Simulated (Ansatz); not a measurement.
Crystal: TiTe2.

```
Te Ti
1.0
     3.77700    0.00000    0.00000
    -1.88850    3.27098    0.00000
     0.00000    0.00000    6.49800
Te Ti
2 1
Direct
  0.33333 0.66667 0.73720
  0.66667 0.33333 0.26280
  0.00000 0.00000 0.00000
```

- Program: Ansatz 0.2.0
- Task: relaxation of cell and atoms
- Functional: r2SCAN
- Potentials or basis: Ansatz PAW
- Cutoff: 500 eV (not typed: the program's choice for these potentials)
- k mesh: 8 × 8 × 4
- Occupations: fermi-dirac, width 0.05 eV
- Spin: no spin polarisation

At the start: volume 26.76 Å³/atom.

Question: Where does the relaxation end?

Answer: It ends after 6 steps and the volume is 28.37 Å³/atom (+6.0 %); space group P-3m1 (No. 164, to 0.05 Å).

The path:
| step | energy change (eV) | largest force (eV/Å) | volume (Å³) |
| --- | --- | --- | --- |
| 1 | 0.0000 | 0.2166 | 80.28 |
| 2 | -0.0239 | 0.0799 | 84.23 |
| 3 | -0.0250 | 0.0263 | 84.50 |
| 4 | -0.0254 | 0.0031 | 84.87 |
| 5 | -0.0254 | 0.0004 | 85.10 |
| 6 | -0.0266 | 0.0004 | 85.10 |

Final structure:
```
CELL_PARAMETERS angstrom
3.81822 0.00000 0.00000
-1.90911 3.30668 0.00000
0.00000 0.00000 6.74015
ATOMIC_POSITIONS crystal
Te 0.33333 0.66667 0.75016
Te 0.66667 0.33333 0.24984
Ti 0.00000 0.00000 0.00000
```

Caveat: the plane-wave basis is chosen anew once the cell has moved, so the energies of steps on either side of that aren't comparable; the PAW data sets come from PBE, with cores solved anew for the run's functional, which leaves a small shift of forces and pressure.
